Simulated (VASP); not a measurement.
```
CELL_PARAMETERS angstrom
      4.12000     0.00000     0.00000
      0.00000     4.12000     0.00000
      0.00000     0.00000     4.12000
ATOMIC_POSITIONS crystal
  Cs 0.00000 0.00000 0.00000
  Cl 0.50000 0.50000 0.50000
```

These are G0W0 on PBE orbitals, VASP's PBE PAW potentials (set 64) (plane waves; VASP 6.6.1) values and carry that method's errors. Settings: PREC = Normal, 500 eV cut-off, 6×6×6 Γ-centred mesh, Gaussian smearing of 0.010 eV, potentials Cs_sv_GW Cl_GW.

The mesh is coarse and the basis finite, so the quasiparticle values are not converged.

NBANDS = 128, ENCUTGW = 180 eV, NOMEGA = 64. The PBE levels (eV) that the step starts from are:

| state | KS energy | filling |
|---|---|---|
| k1 (0.00, 0.00, 0.00), band 5 | -5.36 | 2 |
| k1 (0.00, 0.00, 0.00), band 6 | 0.49 | 2 |
| k1 (0.00, 0.00, 0.00), band 7 | 0.49 | 2 |
| k1 (0.00, 0.00, 0.00), band 8 | 0.49 | 2 |
| k1 (0.00, 0.00, 0.00), band 9 | 5.77 | 0 |
| k1 (0.00, 0.00, 0.00), band 10 | 5.89 | 0 |
| k1 (0.00, 0.00, 0.00), band 11 | 5.89 | 0 |
| k1 (0.00, 0.00, 0.00), band 12 | 10.53 | 0 |
| k2 (0.17, 0.00, 0.00), band 5 | -5.32 | 2 |
| k2 (0.17, 0.00, 0.00), band 6 | 0.14 | 2 |
| k2 (0.17, 0.00, 0.00), band 7 | 0.43 | 2 |
| k2 (0.17, 0.00, 0.00), band 8 | 0.43 | 2 |
| k2 (0.17, 0.00, 0.00), band 9 | 6.07 | 0 |
| k2 (0.17, 0.00, 0.00), band 10 | 6.36 | 0 |
| k2 (0.17, 0.00, 0.00), band 11 | 6.56 | 0 |
| k2 (0.17, 0.00, 0.00), band 12 | 10.29 | 0 |
| k6 (0.33, 0.17, 0.00), band 5 | -5.23 | 2 |
| k6 (0.33, 0.17, 0.00), band 6 | -0.33 | 2 |
| k6 (0.33, 0.17, 0.00), band 7 | 0.24 | 2 |
| k6 (0.33, 0.17, 0.00), band 8 | 0.33 | 2 |
| k6 (0.33, 0.17, 0.00), band 9 | 6.83 | 0 |
| k6 (0.33, 0.17, 0.00), band 10 | 7.55 | 0 |
| k6 (0.33, 0.17, 0.00), band 11 | 8.22 | 0 |
| k6 (0.33, 0.17, 0.00), band 12 | 9.45 | 0 |

**Question.** Give the quasiparticle energies and renormalisation factors Z.

**Answer.** 
```json
[
 {"state": "k1 (0.00, 0.00, 0.00), band 5", "QP energy (eV)": "-7.29", "Z": "0.81"},
 {"state": "k1 (0.00, 0.00, 0.00), band 6", "QP energy (eV)": "-1.06", "Z": "0.78"},
 {"state": "k1 (0.00, 0.00, 0.00), band 7", "QP energy (eV)": "-1.06", "Z": "0.78"},
 {"state": "k1 (0.00, 0.00, 0.00), band 8", "QP energy (eV)": "-1.06", "Z": "0.78"},
 {"state": "k1 (0.00, 0.00, 0.00), band 9", "QP energy (eV)": "6.53", "Z": "0.85"},
 {"state": "k1 (0.00, 0.00, 0.00), band 10", "QP energy (eV)": "6.78", "Z": "0.85"},
 {"state": "k1 (0.00, 0.00, 0.00), band 11", "QP energy (eV)": "6.78", "Z": "0.85"},
 {"state": "k1 (0.00, 0.00, 0.00), band 12", "QP energy (eV)": "12.09", "Z": "0.83"},
 {"state": "k2 (0.17, 0.00, 0.00), band 5", "QP energy (eV)": "-7.26", "Z": "0.81"},
 {"state": "k2 (0.17, 0.00, 0.00), band 6", "QP energy (eV)": "-1.45", "Z": "0.78"},
 {"state": "k2 (0.17, 0.00, 0.00), band 7", "QP energy (eV)": "-1.12", "Z": "0.78"},
 {"state": "k2 (0.17, 0.00, 0.00), band 8", "QP energy (eV)": "-1.12", "Z": "0.78"},
 {"state": "k2 (0.17, 0.00, 0.00), band 9", "QP energy (eV)": "6.98", "Z": "0.85"},
 {"state": "k2 (0.17, 0.00, 0.00), band 10", "QP energy (eV)": "7.22", "Z": "0.85"},
 {"state": "k2 (0.17, 0.00, 0.00), band 11", "QP energy (eV)": "7.48", "Z": "0.85"},
 {"state": "k2 (0.17, 0.00, 0.00), band 12", "QP energy (eV)": "11.79", "Z": "0.83"},
 {"state": "k6 (0.33, 0.17, 0.00), band 5", "QP energy (eV)": "-7.15", "Z": "0.81"},
 {"state": "k6 (0.33, 0.17, 0.00), band 6", "QP energy (eV)": "-1.99", "Z": "0.78"},
 {"state": "k6 (0.33, 0.17, 0.00), band 7", "QP energy (eV)": "-1.34", "Z": "0.78"},
 {"state": "k6 (0.33, 0.17, 0.00), band 8", "QP energy (eV)": "-1.24", "Z": "0.78"},
 {"state": "k6 (0.33, 0.17, 0.00), band 9", "QP energy (eV)": "7.83", "Z": "0.85"},
 {"state": "k6 (0.33, 0.17, 0.00), band 10", "QP energy (eV)": "8.53", "Z": "0.84"},
 {"state": "k6 (0.33, 0.17, 0.00), band 11", "QP energy (eV)": "9.31", "Z": "0.84"},
 {"state": "k6 (0.33, 0.17, 0.00), band 12", "QP energy (eV)": "10.81", "Z": "0.84"}
]
```
On the mesh the gap opens from 5.28 to 7.59 eV.

The compound is CsCl in the CsCl type structure. The cell was not relaxed at this level.
